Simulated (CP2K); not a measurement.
The system is SrO.

```xyz
2
Lattice="3.6293 0.0000 0.0000 1.8146 3.1431 0.0000 1.8146 1.0477 2.9633" Properties=species:S:1:pos:R:3 pbc="T T T"
Sr    3.6293    2.0954    1.4817
O     0.0000    0.0000    0.0000
```

Base run:

- Program: CP2K 2026.2
- Functional: PBEsol
- Potentials or basis: POTENTIAL_UZH Sr GTH-PBE-q10, O GTH-PBE-q6; TZVP-MOLOPT-PBE-GTH basis
- Density cutoff: 12245 eV
- k mesh: 9 × 9 × 9
- Occupations: fermi-dirac, width 0.05 eV
- Spin: no spin polarisation

Its results: band gap on the k mesh 3.45 eV, indirect (least direct gap 3.53 eV); pressure 1.2 GPa.

Task: After a change of settings the same cell gave: band gap on the k mesh 3.48 eV, indirect (least direct gap 3.57 eV); pressure 2.3 GPa. Which change was it?
A. functional from PBEsol to AM05
B. functional from PBEsol to RPBE
C. functional from PBEsol to OLYP
D. functional from PBEsol to LDA

Result: A.

Caveats: the potentials were made for another functional, which shifts forces and pressure; an odd mesh through Γ misses points on the zone boundary, where band edges often lie; the basis of atomic orbitals isn't converged, which shifts pressures, moduli and gaps.

Runs at the PBE level aren't shown here.
